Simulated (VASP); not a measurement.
# Hf: intraband terms of a metal's spectrum

Hf, Im-3m (no. 229), 1 atom in the cell. PBE, independent-particle dielectric function; PAW potentials Hf_pv (PBE set).

## Input

INCAR.step1:
```
PREC     = Accurate       # precision mode
ENCUT    = 260            # plane-wave cutoff, eV
ISMEAR   = 1              # smearing method
SIGMA    = 0.1            # smearing width, eV
EDIFF    = 1E-7           # SCF threshold, eV
LASPH    = T              # aspherical terms in the spheres
KPAR     = 4            
LWAVE    = F              # write WAVECAR
LCHARG   = T              # write CHGCAR
LMAXMIX  = 4              # l up to which the mixer works
```

INCAR.step2:
```
PREC     = Accurate       # precision mode
ENCUT    = 260            # plane-wave cutoff, eV
ISMEAR   = 0              # smearing method
SIGMA    = 0.3            # smearing width, eV
EDIFF    = 1E-6           # SCF threshold, eV
LASPH    = T              # aspherical terms in the spheres
KPAR     = 4            
LWAVE    = T              # write WAVECAR
LCHARG   = F              # write CHGCAR
LMAXMIX  = 4              # l up to which the mixer works
ICHARG   = 11             # starting density
NBANDS   = 19             # bands
NEDOS    = 3000           # points of the DOS
OMEGAMAX = 30           
CSHIFT   = 0.1           
```

INCAR.step3, as INCAR.step2 but for:
```
- LWAVE = T
+ LWAVE = F
+ LOPTICS = T
+ ALGO = None
+ NELM = 1
+ ISTART = 1
```

INCAR.step4, as INCAR.step3 but for:
```
+ WPLASMAI = 0.03
```

INCAR.step5 to INCAR.step6 change the same tag again: WPLASMAI = 0.1, 0.3.

INCAR.step7, as INCAR.step6 but for:
```
- WPLASMAI = 0.3
+ RTIME = 40
```

INCAR.step8, as INCAR.step7 but for:
```
- RTIME = 40
+ RTIME = 5
```

INCAR.step9, as INCAR.step8 but for:
```
- RTIME = 5
+ LNABLA = T
```

INCAR.step10, as INCAR.step9 but for:
```
- ISMEAR = 0
- LNABLA = T
+ ISMEAR = -5
```

KPOINTS.step1:
```
k-points
0
Gamma
  10 10 10
```

KPOINTS.step2:
```
k-points
0
Gamma
  21 21 21
```

POSCAR:
```
Hf
1.0
   -1.8050000000      1.8050000000      1.8050000000
    1.8050000000     -1.8050000000      1.8050000000
    1.8050000000      1.8050000000     -1.8050000000
Hf
1
Direct
    0.0000000000      0.0000000000      0.0000000000
```

Commands (each step's output is kept before the next begins):
```
cat potpaw_PBE.64/Hf_pv/POTCAR > POTCAR
cp INCAR.step1 INCAR
cp KPOINTS.step1 KPOINTS
mpirun -np 4 vasp_std > vasp.out
cp INCAR.step2 INCAR
cp KPOINTS.step2 KPOINTS
mpirun -np 4 vasp_std > vasp.out
cp INCAR.step3 INCAR
mpirun -np 4 vasp_std > vasp.out
cp INCAR.step4 INCAR
mpirun -np 4 vasp_std > vasp.out
cp INCAR.step5 INCAR
mpirun -np 4 vasp_std > vasp.out
cp INCAR.step6 INCAR
mpirun -np 4 vasp_std > vasp.out
cp INCAR.step7 INCAR
mpirun -np 4 vasp_std > vasp.out
cp INCAR.step8 INCAR
mpirun -np 4 vasp_std > vasp.out
cp INCAR.step9 INCAR
mpirun -np 4 vasp_std > vasp.out
cp INCAR.step10 INCAR
mpirun -np 4 vasp_std > vasp.out
```

## Result

- Bands: 19

One ground state, settings moved in the last step alone:

| Settings | Plasma frequency (eV) | Im ε at 0.5 eV | Im ε at 1 eV | Im ε at 2 eV | Im ε at 4 eV | Time (s) |
|---|---|---|---|---|---|---|
| interband part alone | 6.14 | 46.1 | 12.7 | 7.1 | 11.1 | 6 |
| Drude term, WPLASMAI 0.03 | 6.14 | 55.1 | 13.8 | 7.2 | 11.1 | 5 |
| Drude term, WPLASMAI 0.1 | 6.14 | 75.1 | 16.4 | 7.6 | 11.1 | 5 |
| Drude term, WPLASMAI 0.3 | 6.14 | 112.7 | 23.1 | 8.5 | 11.2 | 5 |
| relaxation time RTIME 40 fs | 6.14 | 51.1 | 13.3 | 7.2 | 11.1 | 5 |
| relaxation time RTIME 5 fs | 6.14 | 83.3 | 17.6 | 7.7 | 11.1 | 5 |
| transversal form (LNABLA) | 5.81 | 42.7 | 11.6 | 6.5 | 10.3 | 5 |
| tetrahedron method | – | – | – | – | – | no result |

Limits: Spin-orbit coupling is left out, which can matter with atoms this heavy.

VASP 6.6.1 took 45 s on 4 cores (AMD EPYC 7R13 (Zen 3)), a shared host.
